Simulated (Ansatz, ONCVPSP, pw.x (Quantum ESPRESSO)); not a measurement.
## boron (B) (fcc): variants of one ONCV potential in the solid

boron, optimised norm-conserving Vanderbilt (ONCV), made with ONCVPSP 4.0.1.1 (patched build) (PBE, scalar-relativistic). Core [He], reference 2s2 2p1. Waves: 2s: rc 1.15 bohr, ncon 4, nbas 7, qcut 6.9 1/bohr, 1 projector; 2p: rc 3.10 bohr, ncon 5, nbas 10, qcut 3.9 1/bohr, 2 projectors, debl 4 Ha; d scattering state at 0.23 Ha: rc 3.05 bohr, ncon 3, nbas 8, qcut 2.9 1/bohr, 2 projectors, debl 2.8 Ha. Local part: polynomial inside 0.90 bohr (lpopt 3, dvloc0 2 Ha). Core correction: none.

Crystal test: fcc B in pw.x 7.5, no spin, 18³ k-points, Fermi–Dirac smearing 0.01 Ry, cutoffs set for each file from its atomic test. The reference is all-electron LAPW (Ansatz 0.2.0) with the same functional, mesh and smearing; V0 and B0 come from Birch–Murnaghan fits to the pressures at five volumes. Errors are pseudo minus all-electron; Δ is the rms difference of the E(V) curves that follow from these fits, minima aligned, over ±6 % about the mean V0. Mesh and smearing are coarse, so the numbers serve the comparison and aren't converged zero-temperature values; the lattice is a test structure that the element need not adopt.

All-electron: a0 = 2.867 Å (V0 = 5.89 Å³/atom), B0 = 270.8 GPa.

Base: The largest radius (3.10 bohr) exceeds half the bond length (1.92 bohr), so the spheres overlap, which is one possible source of error among others. The pseudo pressure rises with volume over part of the range, a mechanical instability. A pressure error of this size marks a broken potential; the numbers have no physical meaning.

1 further variants are left out: they gave no file fit for a test, a broken result, the same result as the base, or pressures whose basis-set error rivals the error shown.

A dash in a converged row means that the minimum lies outside the volumes sampled.

| change | cutoffs (Ry) | pw.x | mean pressure error (GPa) |
| --- | --- | --- | --- |
| base | 40/160 | converged, but broken (pressure over 100 GPa off) | – |
| local potential polynomial inside 0.54 bohr (lpopt 3, dvloc0 2 Ha) | 40/160 | converged | -50.44 |
| local potential polynomial inside 0.62 bohr (lpopt 3, dvloc0 2 Ha) | 40/160 | converged | -40.44 |

**Question.** Give the row for: local potential polynomial inside 0.80 bohr (lpopt 3, dvloc0 2 Ha).

**Answer.** pw.x: converged; mean pressure error (GPa): -20.67.
